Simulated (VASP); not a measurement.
# Pm in VASP: a series of runs, part 2 of 2

VASP 6.6.1. Earlier steps stand in the parts before.

**3. Single point, LDA, collinear spin, ferromagnetic start**

This run uses another cell than the first one, of the same volume but with other edges.

The input, INCAR:

```
PREC     = Accurate       # precision mode
ENCUT    = 450            # plane-wave cutoff, eV
EDIFF    = 1E-6           # SCF threshold, eV
ISMEAR   = 0              # smearing method
SIGMA    = 0.2            # smearing width, eV
LREAL    = F              # projectors in reciprocal space
LASPH    = T              # aspherical terms in the spheres
NELM     = 100            # most SCF steps
ALGO     = Normal         # electronic algorithm
ISIF     = 2              # what is computed and relaxed
LWAVE    = F              # write WAVECAR
LCHARG   = F              # write CHGCAR
ISPIN    = 2              # spin polarisation
MAGMOM   = 4              # initial moments
LORBIT   = 11             # projections on sites
LMAXMIX  = 6              # l up to which the mixer works
GGA      = CA             # functional
NBANDS   = 18             # bands
ADDGRID  = F
```

The input, KPOINTS:

```
Automatic mesh
0
Gamma
  9 9 9
```

The input, POSCAR:

```
Pm
1.0
   -0.0555010000      2.5655700000      2.5293400000
    2.5242190000     -0.0080540000      2.4818930000
    2.6229240000      2.6168280000     -0.1067590000
Pm
1
Direct
    0.0077670000      0.0042080000     -0.0216400000
```

Potentials or basis: VASP PAW PBE potentials, release 64 (Pm).

On the command line:

```bash
$ cat potpaw_PBE.64/Pm/POTCAR > POTCAR
$ mpirun -np 1 vasp_std > vasp.out
```

OUTCAR:

```text
PREC = Accurate
   ENCUT = 450
   EDIFF = 1E-6
   ISMEAR = 0
   LREAL = F
   LASPH = T
   NELM = 100
   ISIF = 2
   ISPIN = 2
   LORBIT = 11
   GGA = CA

 Found    365 irreducible k-points:

 Following reciprocal coordinates:
            Coordinates               Weight
  0.000000  0.000000  0.000000      1.000000
  0.111111  0.000000  0.000000      2.000000
  0.222222  0.000000  0.000000      2.000000
  0.333333 -0.000000  0.000000      2.000000
  0.444444  0.000000  0.000000      2.000000
  0.000000  0.111111 -0.000000      2.000000
   k-points           NKPTS =    365   k-points in BZ     NKDIM =    365   number of bands    NBANDS=     18
   number of dos      NEDOS =    301   number of ions     NIONS =      1
   total plane-waves  NPLWV =  18816
   dimension x,y,z NGX =    28 NGY =   24 NGZ =   28
   dimension x,y,z NGXF=    56 NGYF=   48 NGZF=   56
   ions per type =               1
   NGX,Y,Z   is equivalent  to a cutoff of  12.92, 11.27, 12.56 a.u.
   NGXF,Y,Z  is equivalent  to a cutoff of  25.84, 22.54, 25.12 a.u.
 SYSTEM =  unknown system
   PREC   = accura    normal or accurate (medium, high low for compatibility)
   ISTART =      0    job   : 0-new  1-cont  2-samecut
   ICHARG =      2    charge: 1-file 2-atom 10-const
   ISPIN  =      2    spin polarized calculation?
   LNONCOLLINEAR =      F non collinear calculations
   LSORBIT =      F    spin-orbit coupling
   LASPH  =      T    aspherical Exc in radial PAW
   ENCUT  =  450.0 eV  33.07 Ry    5.75 a.u.   6.23  6.12  6.41*2*pi/ulx,y,z
   NELM   =    100;   NELMIN=  2; NELMDL= -5     # of ELM steps
   EDIFF  = 0.1E-05   stopping-criterion for ELM
[... 12 lines left out ...]
   EMIN   =  10.00;   EMAX   =-10.00  energy-range for DOS
   EFERMI =   0.00;   METHOD = LEGACY
   ISMEAR =     0;   SIGMA  =   0.20  broadening in eV -4-tet -1-fermi 0-gaus
   EFERMI_NEDOS =   21; number of points for ismear=-14 and -15
   IALGO  =     38    algorithm
   IMIX   =      4    mixing-type and parameters
     AMIX     =   0.40;   BMIX     =  1.00
     AMIX_MAG =   1.60;   BMIX_MAG =  1.00
  volume/ion in A,a.u.               =      34.51       232.91
  Fermi-wavevector in a.u.,A,eV,Ry     =   1.240052  2.343359 20.922083  1.537730
  Thomas-Fermi vector in A             =   2.374509
   LORBIT       =     11    0 simple, 1 ext, 2 COOP (PROOUT), +10 PAW based schemes
[... 5 lines left out ...]
   LRPA    =     F    only Hartree local field effects (RPA)
 spin polarized calculation
 Gauss-broadening in eV      SIGMA  =   0.20
  energy-cutoff  :      450.00
  volume of cell :       34.51
 maximum number of plane-waves:       760
 NGX is ok and might be reduce to    28

 number of electron      15.0000000 magnetization       5.1807158

 Free energy of the ion-electron system (eV)
  ---------------------------------------------------
  ext. energy  EPLUGINS =         0.00000000
  ---------------------------------------------------
  free energy    TOTEN  =        -7.98149626 eV

  energy without entropy =       -7.73524798  energy(sigma->0) =       -7.85837212

 E-fermi :   5.5120     XC(G=0): -10.0547

 val. band max:        5.5119231841   @ k =  -0.2222   0.1111   0.2222
 cond. band min:       5.5120115848   @ k =   0.4444   0.0000   0.3333
 fundamental gap:      0.0000884007
 Fermi energy:         5.5119745642

 spin component 1

 k-point     1 :       0.0000    0.0000    0.0000
  band No.  band energies     occupation
      1     -32.8899      1.00000
      2     -12.9658      1.00000
      3     -12.9055      1.00000
      4     -12.8596      1.00000
      5       1.4054      1.00000
      6       5.1623      0.99329
[... 10 lines left out ...]
     17       9.8393      0.00000
     18      14.8643      0.00000
[... 85 lines left out ...]
 k-point     6 :       0.0000    0.1111   -0.0000
  band No.  band energies     occupation
      1     -32.8748      1.00000
      2     -13.0311      1.00000
      3     -12.9735      1.00000
      4     -12.9081      1.00000
      5       1.7719      1.00000
      6       5.1386      0.99586
[... 10 lines left out ...]
     17       9.6226      0.00000
     18      15.5346      0.00000

 [... further k-points ...]

 spin component 2

 k-point     1 :       0.0000    0.0000    0.0000
  band No.  band energies     occupation
      1     -30.9154      1.00000
      2     -11.3764      1.00000
      3     -11.3078      1.00000
      4     -11.2565      1.00000
      5       2.1649      1.00000
      6       7.7138      0.00000
[... 10 lines left out ...]
     17      10.7903      0.00000
     18      15.9303      0.00000
[... 85 lines left out ...]
 k-point     6 :       0.0000    0.1111   -0.0000
  band No.  band energies     occupation
      1     -30.8983      1.00000
      2     -11.4497      1.00000
      3     -11.3846      1.00000
      4     -11.3103      1.00000
      5       2.5432      1.00000
      6       7.3971      0.00000
[... 10 lines left out ...]
     17      10.6023      0.00000
     18      16.5435      0.00000

 [... further k-points ...]
[... 5 lines left out ...]
  --------------------------------------------------------------------------------------
  -------------------------------------------------------------------------------------
  Total       -0.7462807     -0.7474629     -0.7210811     -0.0574816      0.0796312      0.2054730
  in kB      -34.6431227    -34.6980021    -33.4733312     -2.6683552      3.6965648      9.5382684
  external PRESSURE =     -34.2714853 kB  Pullay stress =       0.0000000 kB

 VOLUME and BASIS-vectors are now :
 -----------------------------------------------------------------------------
  energy-cutoff  :      450.00
  volume of cell :       34.51
      direct lattice vectors                 reciprocal lattice vectors
    -0.055501000  2.565570000  2.529340000    -0.188150331  0.196421533  0.191996440
     2.524219000 -0.008054000  2.481893000     0.199708474 -0.192047705  0.199180755
     2.622924000  2.616828000 -0.106759000     0.185079531  0.188976904 -0.187622612

 POSITION                                       TOTAL-FORCE (eV/Angst)
 -----------------------------------------------------------------------------------
      2.57635      2.58009     -0.07436         0.000000      0.000000      0.000000
 -----------------------------------------------------------------------------------
    total drift:                                0.000001      0.000001     -0.000004

  FREE ENERGIE OF THE ION-ELECTRON SYSTEM (eV)
  ---------------------------------------------------
  free  energy   TOTEN  =        -7.9814962599 eV

  energy  without entropy=       -7.7352479753  energy(sigma->0) =       -7.85837212

 total charge

# of ion       s       p       d       f       tot
--------------------------------------------------
    1        2.047   5.474   0.488   4.403  12.412

 magnetization (x)

# of ion       s       p       d       f       tot
--------------------------------------------------
    1       -0.000   0.028   0.180   4.389   4.597
```

OSZICAR:

```text
N       E                     dE             d eps       ncg     rms          rms(c)
DAV:   1     0.103286105124E+03    0.10329E+03   -0.56182E+03 27344   0.115E+03
[... 13 lines left out ...]
DAV:  15    -0.798177628949E+01    0.52366E-03   -0.46132E-04 35598   0.207E-01    0.400E-01
DAV:  16    -0.798150695510E+01    0.26933E-03   -0.33629E-04 37218   0.182E-01    0.873E-02
DAV:  17    -0.798152273302E+01   -0.15778E-04   -0.59736E-05 40992   0.531E-02    0.122E-01
DAV:  18    -0.798150224318E+01    0.20490E-04   -0.19929E-05 36112   0.417E-02    0.553E-02
DAV:  19    -0.798149806160E+01    0.41816E-05   -0.21595E-05 23412   0.304E-02    0.312E-02
DAV:  20    -0.798149638183E+01    0.16798E-05   -0.79410E-06 31780   0.261E-02    0.126E-02
DAV:  21    -0.798149625994E+01    0.12189E-06   -0.13334E-06 15038   0.954E-03
   1 F= -.79814963E+01 E0= -.78583721E+01  d E =-.246248E+00  mag=     5.1809
```

stdout:

```text
POSCAR found type information on POSCAR Pm
 POSCAR found :  1 types and       1 ions
 scaLAPACK will be used
 -----------------------------------------------------------------------------
|                                                                             |
|                                                                             |
|     You enforced a specific xc type in the INCAR file but a different       |
|     I HOPE YOU KNOW WHAT YOU ARE DOING!                                     |
|                                                                             |
 -----------------------------------------------------------------------------

 LDA part: xc-table for (Slater(with rela. corr.)+CA(PZ))
 , standard interpolation
 POSCAR, INCAR and KPOINTS ok, starting setup
 FFT: planning ... GRIDC
 FFT: planning ... GRID_SOFT
 FFT: planning ... GRID
 WAVECAR not read
 entering main loop
```

It took 3.4 min on 1 thread of Intel Xeon 6975P-C (Granite Rapids), shared host; peak memory 0.38 GiB.

The run converged, but some of its settings lie outside the range that counts as converged, so its numbers aren't taken as properties of the crystal.

What came out:

| Quantity | Value |
| --- | --- |
| Free energy | -7.9815 eV |
| Pressure | -3.4 GPa |
| Band gap on the k mesh | none (metal or under the smearing width) |
| Net moment | 5.18 μB per cell |
| Site moments | Pm +4.60 μB |
| Valence electrons inside the program's atomic spheres | Pm 12.41 |

Caveat: the magnetic or orbital state may not be the lowest; the PAW data sets were made with another functional, which shifts forces and pressure a little; spin-orbit coupling is left out, which moves the levels of the heavy elements.
